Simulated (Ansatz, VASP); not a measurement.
## One calculation of GaN, two programs

```
Ga N
1.0
     3.19272    0.00000    0.00000
    -1.59636    2.76498    0.00000
     0.00000    0.00000    5.15505
Ga N
2 2
Direct
  0.33333 0.66667 0.99849
  0.66667 0.33333 0.49849
  0.33333 0.66667 0.37651
  0.66667 0.33333 0.87651
```

Alike in both runs: functional LDA; k mesh 9 × 9 × 6; no spin polarisation.

Ansatz relaxed the structure, and its values are those at the end. VASP's run is a single point on that final structure, the one shown.

|  | VASP | Ansatz |
| --- | --- | --- |
| version | VASP 6.6.1 | Ansatz 0.2.0 |
| potentials or method | VASP PAW LDA potentials, release 64 (Ga_d, N) | scalar-relativistic, plane waves, PAW |
| plane-wave cutoff (eV) | 520 | 420 |
| occupations | gaussian, width 0.01 eV | fixed |
| valence electrons in the cell | 36 | 36 |

VASP gave:

* gap on the k mesh at the Fermi level (eV): 1.98
* least direct gap on the mesh (eV): 1.98
* pressure (GPa): -4.5

Problem. Which values does Ansatz return?

Solution. gap on the k mesh at the Fermi level (eV): 1.96; least direct gap on the mesh (eV): 1.96; pressure (GPa): -5.5.

Ansatz warned: «stress_scf_threshold_loose».

Expect the measured gap to be larger: semilocal functionals such as LDA lack the derivative discontinuity.
